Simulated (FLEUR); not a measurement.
Runs of FLEUR MaX-R8.1 (later development tree) on TiNi. It takes space group Pm-3m (No. 221, cubic). Conventional cell: a = 2.988 Å, b = 2.988 Å, c = 2.988 Å, α = 90.00°, β = 90.00°, γ = 90.00°. Around Ni (site symmetry m-3m) lie 8 Ti at 2.59 Å. Ti (site symmetry m-3m) has 8 Ni at 2.59 Å as nearest neighbours. The cell comes from a database or a generator and needn't be the stable form of this composition.

```csv
task,level,spin,gmax,muffin-tin radii,max iterations,mixing factor,mixer,kmax,moment (μB),V0 of scaled cells (Å³/atom),B0 (GPa)
single point,PBEsol,"collinear, ferromagnetic start",13.8 1/bohr,"Ni 2.2, Ti 2.2 bohr",60,0.05,Anderson,4.45 1/bohr,0.00,-,-
equation of state,SCAN,"collinear, program default start",13.8 1/bohr,"Ni 2.2, Ti 2.2 bohr",-,-,-,4.45 1/bohr,-,13.22,(a)
band structure,LDA,"collinear, ferromagnetic start",13.4 1/bohr,"Ni 2.26, Ti 2.26 bohr",60,0.05,Anderson,4.34 1/bohr,0.00,-,-
equation of state,PBEsol,"collinear, program default start",13.8 1/bohr,"Ni 2.2, Ti 2.2 bohr",-,-,-,4.45 1/bohr,-,13.10,(b)
band structure,SCAN,"collinear, ferromagnetic start",13.4 1/bohr,"Ni 2.26, Ti 2.26 bohr",80,0.05,Anderson,4.34 1/bohr,0.40,-,-
band structure,PBEsol,"collinear, ferromagnetic start",13.4 1/bohr,"Ni 2.26, Ti 2.26 bohr",60,0.05,Anderson,4.34 1/bohr,0.00,-,-
equation of state,LDA,"collinear, program default start",13.8 1/bohr,"Ni 2.2, Ti 2.2 bohr",-,-,-,4.45 1/bohr,-,12.66,188
```

Alike in all rows: potentials or basis all-electron, FLAPW; cell as given; k mesh 9 × 9 × 9; smearing fermi-dirac 0.05 eV.

Fill in the values left out.

(a) 177; (b) 176.

Caveats: the meta-GGA is that of a development version, with a GGA for the radial functions and cores and without core tails (some runs).

Runs at the PBE level aren't shown here.
